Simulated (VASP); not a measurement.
Set up this calculation in VASP 6.6.1, as the native input.

```
Task                   : relaxation of cell and atoms
Functional             : r2SCAN
Dispersion             : rVV10
Potentials or basis    : VASP PAW PBE potentials, release 64 (Cu)
Cutoff                 : 520 eV
k mesh                 : 20 × 20 × 20
Occupations            : gaussian, width 0.1 eV
Spin                   : no spin polarisation
Further INCAR settings : ALGO = Normal; EDIFF = 1e-07; IBRION = 2; EDIFFG = -0.002; NSW = 80; ISIF = 3
```

The structure of Cu lies in POSCAR:

```
Cu
1.0
    0.0000000000      1.8075000000      1.8075000000
    1.8075000000      0.0000000000      1.8075000000
    1.8075000000      1.8075000000      0.0000000000
Cu
1
Direct
    0.0000000000      0.0000000000      0.0000000000
```

These files were run (other wordings do the same):

INCAR

```
SYSTEM = Cu
PREC = Accurate ; ENCUT = 520
EDIFF = 1E-7 ; ISMEAR = 0
SIGMA = 0.1 ; LREAL = .False.
LASPH = .True. ; NELM = 60
ALGO = Normal ; ISIF = 3
LWAVE = .False. ; LCHARG = .False.
METAGGA = R2SCAN ; LMIXTAU = .True.
LUSE_VDW = .True. ; IVDW_NL = 2
BPARAM = 11.95 ; CPARAM = 0.0093
IBRION = 2 ; NSW = 80
EDIFFG = -0.002
```

KPOINTS

```
Automatic mesh
0
Gamma
  20 20 20
  0 0 0
```

Potentials or basis: VASP PAW PBE potentials, release 64 (Cu).

The run is started by

```sh
$ cat potpaw_PBE.64/Cu/POTCAR > POTCAR
$ mpirun -np 1 vasp_std > vasp.out
```

It gave:

```
Relaxed volume                         : 11.36 Å³/atom
Relaxed cell                           : a = 2.524 Å, b = 2.524 Å, c = 2.524 Å, α = 60.00°, β = 60.00°, γ = 60.00°
Space group after relaxing (to 0.05 Å) : Fm-3m (No. 225)
Energy gained by relaxing              : 8.4 meV/atom
Ionic steps                            : 7
Pressure after relaxing                : 0.0 GPa
Band gap on the k mesh                 : none (metal or under the smearing width)
```

Caveat: the PAW data sets were made with another functional, which shifts forces and pressure a little.

Wall time 7.3 min on 1 thread of Intel(R) Xeon(R) 6975P-C (Granite Rapids), on a shared host, peak memory 0.21 GiB.
